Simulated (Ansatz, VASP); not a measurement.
# MoS2: VASP beside Ansatz

Wanted: the spread between two codes on one cell, functional and k mesh. The cell is taken from a series of runs on this material, whose earlier steps may have relaxed or scaled it; both programs get it as it stands.

Program: Ansatz 0.2.0. Level of theory: plane waves, with VASP 6.6.1 beside it; single point at r2SCAN. Results are calculated unless marked as measured.

## (1) The starting structure

The cell holds 3 atoms: 2 S and 1 Mo. Cell: a = 3.184 Å, b = 3.184 Å, c = 18.104 Å, α = 90.0°, β = 90.0°, γ = 120.0°. It derives from MoS2. As first built, before any earlier steps moved the atoms: kind sheets cut from a layered crystal; sheets 1. Vacuum lies along c.

## (2) Ansatz: single point, r2SCAN

Ansatz runs on its default PAW (the set named soft_2) files.

With cell and atoms fixed, the geometry can't cause a difference; cores, projectors, grids and the points listed under the comparison can.

Input file input.yaml:

```yaml
crystal:
  lattice:
    - [3.18371895, 0.0, 0.0]
    - [-1.59185947, 2.75718149, 0.0]
    - [0.0, 0.0, 18.10390345]
  atoms:
    - { symbol: S, position: [0.66666667, 0.33333333, 0.585887] }
    - { symbol: S, position: [0.66666667, 0.33333333, 0.414113] }
    - { symbol: Mo, position: [0.33333333, 0.66666667, 0.49999645] }
hamiltonian:
  xc: r2scan
  pseudopotentials: { kind: paw }
kpoints:
  mp_grid: { grid: [9, 9, 1] }
scf:
  occupations: { method: gaussian, width: 0.05 }
  n_extra_bands: 4
efield:
  axis: 3
  dipole_correction: true
  ramp_width: 0.04
output:
  forces: true
  eigenvalues: true
  write_density: true
  write_potential: true
  elf: true
  volumetric_format: npy
```

Command:

```console
$ ansatz run input.yaml --threads 2 --pin off --max-ram 4608MiB --backend cpu --events-out ev --progress --plain --runs-dir out
```

Numbers of over 12 decimals in the logs are rounded to 6 here.

Output:

```text
scf.n_extra_bands = 4 over 13 filled bands (N_el = 26.0): the run solves 17 bands
Engine: ansatz 0.2.0, aarch64-unknown-linux-gnu
Pseudopotentials: kind: paw
Pseudopotential: S, paw, valence charge 6, recommended cutoff 500 eV (meta_gga), S.paw.azcp
Pseudopotential: Mo, paw, valence charge 14, recommended cutoff 500 eV (meta_gga), Mo.paw.azcp
Functional definition: r2SCAN
  parameter k0 = 0.174
  parameter k1 = 0.065
  parameter a1 = 4.9479
  exchange = r2scan_x(k0 = k0, k1 = k1, a1 = a1)
  correlation = r2scan_c
Crystal: 3 atoms, lattice volume = 158.918 Å³
Basis set: ecut = 500 eV, 4033 PW (Γ), exchange–correlation on 96×96×540 points (64 copies of the dense FFT grid, shifted against one another)
Bands: 17, of which v1, the nominal top of the filled ones, is band 13 counted from 1 (12 counted from 0)
Symmetry: 6 space group operations
Space group: P3m1 (ITA 156), of the structure as read, at distance tolerance 5.4e-5 Å
k-points: 12 of 81 (time reversal used)
Non-local potential: S, projectors of the file, l = 0: 2, l = 1: 2, l = 2: 2
Non-local potential: Mo, projectors of the file, l = 0: 3, l = 1: 2, l = 2: 2, l = 3: 1
PAW form: soft (Blöchl's): semilocal exchange-correlation on the pseudo side does not see the compensation charge
PAW frozen core: S, regenerated for the run's functional (the file was generated under x = pbe(κ = 0.804, μ = 0.219515), c = pbe(β = 0.066725))
PAW frozen core: Mo, regenerated for the run's functional (the file was generated under x = pbe(κ = 0.804, μ = 0.219515), c = pbe(β = 0.066725))
PAW one-centre angular grid: S, 302 points (default); XC on 160 Gauss nodes
PAW one-centre angular grid: Mo, 590 points (default); XC on 160 Gauss nodes
Initial density: superposition of atomic densities (neutral atoms: chi_scale 0, normalization atom), corrected by the library's trained network
Initial wavefunctions: pseudopotential atomic-orbital guess
Functional: x = r2scan, c = r2scan; τ floored in thin density (d = 2e-4 eV/Å³)
SCF iter   1: F=—  HF=-6782.074462 eV  |F-HF|=—  |Δ(HF+E_count)|=         —  Δρ=5.62e-3  dr2=5.30e-2  dr2_τ=5.06e-2  ethr=1.77e-3  p=-0.000 e·Å  D=-6.71e-6 V/Å  ΔV_dip=0.00 eV  dr2_dipole=7.25e-8  V_vac-E_F(+/−)=5.22/5.22 eV  ⟨swp⟩=9.5  Hψ=1465  notcnv=0
efield: sawtooth ramp at fractional position 0.9800 (placed from the atoms, in the widest stretch of the axis that holds none; the zero of the levels goes with the place), width 0.0400; the density the first Hamiltonian is built on has a dipole p = -0.000 e·Å; the dipole correction subtracts the counter field D = -6.71e-6 V/Å, which shifts the + side's vacuum level by +0.00 eV against the − side's; the planar-averaged density in the ramp window peaks in size at 5.1e-5 e/Å³
preconditioner: auto → none  [insulator: Δε(μ)=1.747 eV  Ē_g=8.557 eV  σ=0.050 eV  W_gap=1.00  n_scr=10 (ndim 8)  ℏωp=12.5 eV  f_vac=0.631  D(μ)=0.00/eV (n_scr^D=0)  ε∞_Penn≈3.1]
SCF iter   2: F=—  HF=-6782.141949 eV  |F-HF|=—  |Δ(HF+E_count)|=   6.75e-2  Δρ=6.39e-3  dr2=1.81e-1  dr2_τ=1.19e-2  ethr=2.04e-4  p=-0.000 e·Å  D=-2.10e-4 V/Å  ΔV_dip=0.00 eV  dr2_dipole=2.27e-6  V_vac-E_F(+/−)=5.62/5.62 eV  ⟨swp⟩=3.3  Hψ=584  notcnv=0  recentre
SCF iter   3: F=—  HF=-6782.116068 eV  |F-HF|=—  |Δ(HF+E_count)|=   2.59e-2  Δρ=3.39e-3  dr2=1.25e-2  dr2_τ=5.01e-4  ethr=2.04e-4  p=0.000 e·Å  D=9.96e-5 V/Å  ΔV_dip=-0.00 eV  dr2_dipole=4.47e-7  V_vac-E_F(+/−)=5.28/5.28 eV  ⟨swp⟩=3.2  Hψ=400  notcnv=0
SCF iter   4: F=—  HF=-6782.119022 eV  |F-HF|=—  |Δ(HF+E_count)|=   2.95e-3  Δρ=1.34e-3  dr2=8.57e-4  dr2_τ=8.92e-5  ethr=4.82e-5  p=-0.000 e·Å  D=-4.63e-4 V/Å  ΔV_dip=0.01 eV  dr2_dipole=9.95e-6  V_vac-E_F(+/−)=5.31/5.30 eV  ⟨swp⟩=2.7  Hψ=371  notcnv=0
SCF iter   5: F=—  HF=-6782.120661 eV  |F-HF|=—  |Δ(HF+E_count)|=   1.64e-3  Δρ=2.81e-4  dr2=1.04e-3  dr2_τ=1.32e-5  ethr=3.30e-6  p=0.002 e·Å  D=2.60e-3 V/Å  ΔV_dip=-0.05 eV  dr2_dipole=3.09e-4  V_vac-E_F(+/−)=5.25/5.30 eV  ⟨swp⟩=2.7  Hψ=416  notcnv=0
SCF iter   6: F=—  HF=-6782.120543 eV  |F-HF|=—  |Δ(HF+E_count)|=   1.18e-4  Δρ=1.06e-4  dr2=1.50e-5  dr2_τ=1.67e-6  ethr=3.30e-6  p=-0.000 e·Å  D=-2.35e-4 V/Å  ΔV_dip=0.00 eV  dr2_dipole=2.48e-6  V_vac-E_F(+/−)=5.27/5.27 eV  ⟨swp⟩=2.0  Hψ=237  notcnv=0
SCF iter   7: F=—  HF=-6782.120606 eV  |F-HF|=—  |Δ(HF+E_count)|=   6.30e-5  Δρ=3.94e-5  dr2=1.03e-6  dr2_τ=4.15e-7  ethr=5.77e-8  p=-0.000 e·Å  D=-1.30e-6 V/Å  ΔV_dip=0.00 eV  dr2_dipole=9.12e-9  V_vac-E_F(+/−)=5.27/5.27 eV  ⟨swp⟩=3.0  Hψ=417  notcnv=0
SCF iter   8: F=—  HF=-6782.120607 eV  |F-HF|=—  |Δ(HF+E_count)|=   1.68e-6  Δρ=1.36e-5  dr2=1.73e-7  dr2_τ=4.66e-8  ethr=3.98e-9  p=-0.000 e·Å  D=-6.01e-6 V/Å  ΔV_dip=0.00 eV  dr2_dipole=1.47e-10  V_vac-E_F(+/−)=5.27/5.27 eV  ⟨swp⟩=2.6  Hψ=416  notcnv=0
SCF iter   9: F=-6782.120608 eV  HF=-6782.120607 eV  |F-HF|=3.50e-8  |Δ(HF+E_count)|=   2.41e-7  Δρ=3.88e-6  dr2=1.52e-8  dr2_τ=1.25e-9  ethr=3.85e-10  p=0.000 e·Å  D=4.56e-6 V/Å  ΔV_dip=-0.00 eV  dr2_dipole=1.68e-10  V_vac-E_F(+/−)=5.27/5.27 eV  ⟨swp⟩=13.0  Hψ=1826  notcnv=0
SCF 1 converged in 9 iterations: F = -6782.120608 eV  dr2 = 1.52e-8
  greatest PAW one-centre occupation: 0.996 electrons in one spin orbital (limit 2), on the Mo atom at site 2 (counted from 0), in its partial waves of l = 0
WARN: The output density's exchange-correlation potential varies sharply where the density is thin. Do not read a vacuum level from v_tot or v_xc, or from such a field of the output density. On a cell that repeats whose density bears no net charge and no dipole along the vacuum's axis use v_es (v_loc + v_h of the components); under efield.dipole_correction with no amplitude use v_es + v_field, which holds any externa [...]
SCF converged after 9 iterations
Free energy (F): -6782.120608 eV
Harris-Foulkes:  -6782.120607 eV  (|F-HF|=3.50e-8)
Internal energy: -6782.120608 eV  (E = F + TS)
E sigma→0 (E₀):  -6782.120608 eV
Fermi energy:    0.214781 eV
Dipole field:    D = -0.000015 V/Å  (p = -0.000013 e·Å, saw-weighted, corrected)
Work function:   Φ+ = 5.2674 eV   Φ− = 5.2671 eV
Levels:          The Fermi level and band energies are counted from a zero that moves with the ramp; work functions are not
--- Per-component energies (eV) ---
  E_band       = -455.182082
  E_kinetic    = 654.032444
  E_local      = -13899.691246  (includes V_loc(G=0)·N_el)
  E_nonlocal   = 198.360054
  E_hartree    = 6582.966286
  E_xc         = -362.229816
  E_vxc        = -445.708173  (∫ρ·V_xc dr)
  E_paw        = -4435.792481  (= ΣΔE_a)
  E_vpaw       = -154.089410  (= ΣTr[D̂ρ^β])
  E_aug_tail   = 0.000008  (compensation charges beyond the density's cutoff)
  E_vtau       = 25.983797  (kinetic-family band-sum trace: ∫τ·v_τ [+ j·A + Jᵃ·Aᵃ] dr)
  E_efield     = 0.000000  (sawtooth field / dipole correction)
  E_vefield    = -0.000000  (∫n·V_field dr)
  E_ewald      = 4480.674880
  E_core_change = -0.440737  (= ΣΔE_core)
  E_smearing   = -0.000000  (= −TS)
  E_closure    = -0.000000  (closes the sum)
  Σ components = -6782.120608   (vs F -6782.120608, Δ=0.00e0)
--- Forces (eV/Å), atoms counted from 1 ---
  atom   1  S      0.00000000     0.00000000    -0.05087043
  atom   2  S      0.00000000     0.00000000     0.04886205
  atom   3  Mo    -0.00000000     0.00000000     0.00196978
  max |Σ_I F_I| component: 3.86e-5 eV/Å
--- Band table (eV; the first three rows and the last of 12) ---
  k-point 0: bands = [... 9 lower, -2.5371, -2.3233, -2.3233, -0.6306, 2.2621, 2.2621, 2.5157, 2.5157]
  k-point 1: bands = [... 9 lower, -3.2806, -2.6076, -1.8577, -0.7467, 2.0929, 2.1046, 2.3107, 2.5771]
  k-point 2: bands = [... 9 lower, -3.1900, -2.7765, -1.9669, -1.2414, 1.6864, 1.9149, 2.3259, 3.1876]
  k-point 11: bands = [... 9 lower, -4.4045, -3.6786, -2.9465, -0.7076, 1.0612, 2.6291, 3.0815, 4.5065]
```

## (3) VASP: single point, r2SCAN

The same cell, functional, mesh and smearing now go to VASP, with its own data sets and cutoff.

Lines of VASP's logs that name or quote its potential files are left out, and so is its time.

Input file INCAR:

```
SYSTEM = MoS2
PREC = Accurate
ENCUT = 560
EDIFF = 1E-06
NELM = 100
ISMEAR = 0
SIGMA = 0.05
LREAL = .FALSE.
ALGO = Normal
METAGGA = R2SCAN
LASPH = .TRUE.
NBANDS = 19
LORBIT = 11
LWAVE = .FALSE.
LCHARG = .FALSE.
KPAR = 2
ISIF = 0
LDIPOL = .TRUE.
IDIPOL = 3
DIPOL = 0.5 0.5 0.5
LVHAR = .TRUE.
```

Input file POSCAR:

```
MoS2
1.0
    3.1837189500      0.0000000000      0.0000000000
   -1.5918594700      2.7571814900      0.0000000000
    0.0000000000      0.0000000000     18.1039034500
S Mo
2 1
Direct
    0.6666666700      0.3333333300      0.5858870000
    0.6666666700      0.3333333300      0.4141130000
    0.3333333300      0.6666666700      0.4999964500
```

Input file KPOINTS:

```
Automatic mesh
0
Gamma
9 9 1
0 0 0
```

Potentials, in the order of the species: S_GW and Mo_sv_GW (PBE family, release 64).

Command:

```console
$ mpirun -np 2 vasp_std
```

Output:

```text
[banner, memory and clock lines left out]
running    2 mpi-ranks, on    1 nodes
 distrk:  each k-point on    1 cores,    2 groups
 distr:  one band on    1 cores,    1 groups

 POSCAR found type information on POSCAR S Mo
 POSCAR found :  2 types and       3 ions
|                                                                             |
|               ----> ADVICE to this user running VASP <----                  |
|                                                                             |
|     You enforced a specific xc type in the INCAR file but a different       |
|     [... a line on the potential file left out ...]
|     I HOPE YOU KNOW WHAT YOU ARE DOING!                                     |
|                                                                             |

 LDA part: xc-table for (None), standard interpolation
 POSCAR, INCAR and KPOINTS ok, starting setup
 FFT: planning ... GRIDC
 FFT: planning ... GRID_SOFT
 FFT: planning ... GRID
 WAVECAR not read
 entering main loop
       N       E                     dE             d eps       ncg     rms          rms(c)
DAV:   1     0.194013819365E+03    0.19401E+03   -0.13256E+04   560   0.120E+03
DAV:   2    -0.325725988472E+02   -0.22659E+03   -0.22148E+03   704   0.423E+02
DAV:   3    -0.591715559136E+02   -0.26599E+02   -0.26479E+02   728   0.130E+02
DAV:   4    -0.604758404109E+02   -0.13043E+01   -0.13018E+01   840   0.360E+01
DAV:   5    -0.604876285089E+02   -0.11788E-01   -0.11755E-01   736   0.240E+00    0.117E+01
DAV:   6    -0.459220583889E+02    0.14566E+02   -0.22946E+01   781   0.567E+01    0.385E+00
DAV:   7    -0.457699906974E+02    0.15207E+00   -0.37985E+00   756   0.175E+01    0.252E+00
DAV:   8    -0.457827431281E+02   -0.12752E-01   -0.44925E-01   760   0.601E+00    0.742E-01
DAV:   9    -0.457791955183E+02    0.35476E-02   -0.68870E-02   719   0.255E+00    0.270E-01
DAV:  10    -0.457795692525E+02   -0.37373E-03   -0.11862E-02   606   0.902E-01    0.837E-02
DAV:  11    -0.457795250415E+02    0.44211E-04   -0.18747E-03   728   0.421E-01    0.421E-02
DAV:  12    -0.457795963354E+02   -0.71294E-04   -0.34402E-04   586   0.130E-01    0.224E-02
DAV:  13    -0.457797858760E+02   -0.18954E-03   -0.20951E-04   489   0.106E-01    0.118E-02
DAV:  14    -0.457798405408E+02   -0.54665E-04   -0.22460E-05   705   0.514E-02    0.763E-03
DAV:  16    -0.457800270590E+02   -0.26223E-04   -0.95131E-06   702   0.213E-02    0.506E-03
DAV:  17    -0.457800690204E+02   -0.41961E-04   -0.10913E-05   607   0.316E-02    0.275E-03
DAV:  18    -0.457800850266E+02   -0.16006E-04   -0.22102E-06   532   0.119E-02    0.135E-03
DAV:  19    -0.457801006481E+02   -0.15622E-04   -0.17008E-06   521   0.108E-02    0.220E-03
DAV:  20    -0.457801077813E+02   -0.71332E-05   -0.93665E-07   525   0.104E-02    0.789E-04
DAV:  21    -0.457801110588E+02   -0.32775E-05   -0.20686E-07   438   0.506E-03    0.404E-04
DAV:  22    -0.457801133661E+02   -0.23073E-05   -0.15088E-07   398   0.460E-03    0.598E-04
DAV:  23    -0.457801137488E+02   -0.38272E-06   -0.36867E-08   330   0.282E-03
   1 F= -.45780114E+02 E0= -.45780114E+02  d E =-.266855E-32
```

Parts of OUTCAR (step 3):

```text
ion  position               nearest neighbor table
   1  0.667  0.333  0.586-   3 2.41   3 2.41   3 2.41
   2  0.667  0.333  0.414-   3 2.41   3 2.41   3 2.41
   3  0.333  0.667  0.500-   2 2.41   2 2.41   2 2.41   1 2.41   1 2.41   1 2.41

  LATTYP: Found a hexagonal cell.
 ALAT       =     3.1837189500
 C/A-ratio  =     5.6864012604

 Subroutine GETGRP returns: Found 12 space group operations
 (whereof  6 operations were pure point group operations)

The static configuration has the point symmetry C_3v.
 The point group associated with its full space group is D_3h.

 Found     12 irreducible k-points:

   k-points           NKPTS =     12   k-points in BZ     NKDIM =     12   number of bands    NBANDS=     19

   dimension x,y,z NGX =    28 NGY =   28 NGZ =  140
   dimension x,y,z NGXF=    56 NGYF=   56 NGZF=  280

   ENCUT  =  560.0 eV  41.16 Ry    6.42 a.u.   6.14  6.14 34.93*2*pi/ulx,y,z

   NELECT =      26.0000    total number of electrons

 k-points in reciprocal lattice and weights: Automatic mesh
   0.00000000  0.00000000  0.00000000       0.012
   0.11111111 -0.00000000  0.00000000       0.074
   0.22222222 -0.00000000  0.00000000       0.074
   0.33333333 -0.00000000  0.00000000       0.074
   0.44444444 -0.00000000  0.00000000       0.074
   0.11111111  0.11111111  0.00000000       0.074
   0.22222222  0.11111111  0.00000000       0.148
   0.33333333  0.11111111  0.00000000       0.148
   0.44444444  0.11111111  0.00000000       0.074
   0.22222222  0.22222222  0.00000000       0.074
   0.33333333  0.22222222  0.00000000       0.148
   0.33333333  0.33333333  0.00000000       0.025

 dipolmoment           0.000000      0.000000     -0.000852 electrons x Angstroem

 average (electrostatic) potential at core
       1 -99.0971       2 -99.0884       3-115.0410

 E-fermi :  -1.3809

 k-point     1 :       0.0000    0.0000    0.0000
  band No.  band energies     occupation
    ...
      9      -4.6355      2.00000
     10      -3.7028      2.00000
     11      -3.4863      2.00000
     12      -3.4863      2.00000
     13      -1.7903      2.00000
     14       1.0983      0.00000
     15       1.0983      0.00000
     16       1.3526      0.00000
     17       1.3526      0.00000
     18       4.1701      0.00000
    ...

 k-point     2 :       0.1111   -0.0000    0.0000
  band No.  band energies     occupation
    ...
      9      -4.4676      2.00000
     10      -4.4427      2.00000
     11      -3.7705      2.00000
     12      -3.0232      2.00000
     13      -1.9064      2.00000
     14       0.9304      0.00000
     15       0.9431      0.00000
     16       1.1476      0.00000
     17       1.4137      0.00000
     18       4.4443      0.00000
    ...

 k-point     3 :       0.2222   -0.0000    0.0000
  band No.  band energies     occupation
    ...
      9      -5.3721      2.00000
     10      -4.3528      2.00000
     11      -3.9399      2.00000
     12      -3.1332      2.00000
     13      -2.4014      2.00000
     14       0.5255      0.00000
     15       0.7523      0.00000
     16       1.1658      0.00000
     17       2.0248      0.00000
     18       5.1393      0.00000
    ...

  energy-cutoff  :      560.00
  volume of cell :      158.92
      direct lattice vectors                 reciprocal lattice vectors
     3.183718950  0.000000000  0.000000000     0.314098077  0.181344609  0.000000000
    -1.591859470  2.757181490  0.000000000     0.000000000  0.362689219  0.000000000
     0.000000000  0.000000000 18.103903450     0.000000000  0.000000000  0.055236706

 POSITION                                       TOTAL-FORCE (eV/Angst)
 -----------------------------------------------------------------------------------
      1.59186      0.91906     10.60684         0.000000      0.000000     -0.050951
      1.59186      0.91906      7.49706         0.000000      0.000000      0.050951
     -0.00000      1.83812      9.05189        -0.000000      0.000000      0.000000
 -----------------------------------------------------------------------------------
    total drift:                                0.000037     -0.000022     -0.120218

  FREE ENERGIE OF THE ION-ELECTRON SYSTEM (eV)
  ---------------------------------------------------
  free  energy   TOTEN  =       -45.7801137488 eV

  energy  without entropy=      -45.7801137488  energy(sigma->0) =      -45.78011375

 vacuum level on the upper side and lower side of the slab         4.314         4.332

 total charge
# of ion       s       p       d       f       tot
--------------------------------------------------
    1        1.330   2.329   0.070   0.000   3.728
    2        1.330   2.329   0.070   0.000   3.728
    3        2.099   5.992   3.012   0.031  11.135
--------------------------------------------------
tot          4.759  10.650   3.151   0.031  18.591

[... 3 further parts left out ...]
```

## (4) Comparison

Known differences besides the PAW data sets themselves: VASP keeps PBE cores, Ansatz makes them for the functional; the cutoff is 500 eV in Ansatz and 560 eV in VASP. Total energies have different zeros and are not compared.

Compared:

```csv
quantity,Ansatz,VASP,difference
gap on the k mesh (eV),1.692,1.691,+0.001
```

Forces (eV/Å; atoms numbered as in POSCAR):

```csv
atom,"Ansatz x, y, z","VASP x, y, z"
S1,"0.000, 0.000, -0.051","0.000, 0.000, -0.051"
S2,"0.000, 0.000, 0.049","0.000, 0.000, 0.051"
Mo3,"0.000, 0.000, 0.002","0.000, 0.000, 0.000"
```

The forces differ by 1.0 meV/Å r.m.s., which is 4.0 % of the r.m.s. force of 0.02 eV/Å (both taken over all components).

## (5) What moves the difference

How far does this hang on the set-up? Further runs change one program's set-up at a time, as the table lists.

```csv
run,difference in gap on the k mesh (eV)
as above,8.7e-4
VASP with the data sets S_h and Mo_sv and a cutoff of 650 eV,-0.0077
```

## (6) Summary of results

```
difference in gap on the k mesh (single point, r2SCAN) : 8.7e-4 eV
```

The difference in gap on the k mesh is 8.7e-4 eV (single point, r2SCAN), within the 0.08 eV picked in this series as the mark of a large difference. For single point, r2SCAN: VASP with the data sets S_h and Mo_sv and a cutoff of 650 eV turns the difference in gap on the k mesh from 8.7e-4 to -0.0077 eV, so VASP's own sets bracket Ansatz's value. Differences of this kind measure data sets and numerical settings, not the functional's error against experiment.

[Lines on the potential files, build, host, timing and source positions are cut from VASP's logs without a mark.]

[Logs are printed without paths, hosts, clocks, repeated set-up lines and the standing remarks that a program may print on its own settings, such as how far it seeks lower states.]

[Hosts, paths, dates, database ids (printed as entryN), source tags and the programs' standing remarks are cut or masked in the printed files.]
